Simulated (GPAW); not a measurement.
Input of a GPAW 26.7.0 run:

The input run.py:

```python
from ase import Atoms
from ase.filters import FrechetCellFilter
from ase.io import write
from ase.optimize import BFGS
from ase.units import GPa
from gpaw import GPAW, PW

atoms = Atoms(['Hf', 'N'],
              cell=[[0.0, 2.256, 2.256],
                    [2.256, 0.0, 2.256],
                    [2.256, 2.256, 0.0]],
              scaled_positions=[[0.0, 0.0, 0.0],
                                [0.5, 0.5, 0.5]],
              pbc=True)

calc = GPAW(mode=PW(800),
            xc='PBE',
            kpts={'size': (10, 10, 10), 'gamma': True},
            occupations={'name': 'fermi-dirac', 'width': 0.05},
            nbands=19,
            convergence={'density': 1e-05, 'forces': 0.0001},
            maxiter=150,
            txt='gpaw.txt')
atoms.calc = calc
opt = BFGS(FrechetCellFilter(atoms, scalar_pressure=2 * GPa), trajectory='relax.traj', logfile='-')
done = opt.run(fmax=0.02, steps=60)
calc.write('gs.gpw')
write('result.traj', atoms)
print('Converged:', done)
print('Cell:', atoms.cell.cellpar().round(4))
print('Volume:', round(atoms.get_volume(), 4))
print(atoms.get_scaled_positions().round(5))
```

Potentials or basis: GPAW PAW data sets (gpaw-data 1.2.1), pw.

Command:

```bash
$ OMP_NUM_THREADS=1 python run.py
```

(1) Predict the relaxed volume.

(2) Predict the space group after relaxing (to 0.05 Å).

(3) What does it give for the band gap on the k mesh?

(4) Predict the relaxed cell.

Results:

(1) 11.67 Å³/atom.

(2) Fm-3m (No. 225).

(3) none (metal or under the smearing width).

(4) a = 3.208 Å, b = 3.208 Å, c = 3.208 Å, α = 60.00°, β = 60.00°, γ = 60.00°.

Caveat: later steps reuse the first step's grids.
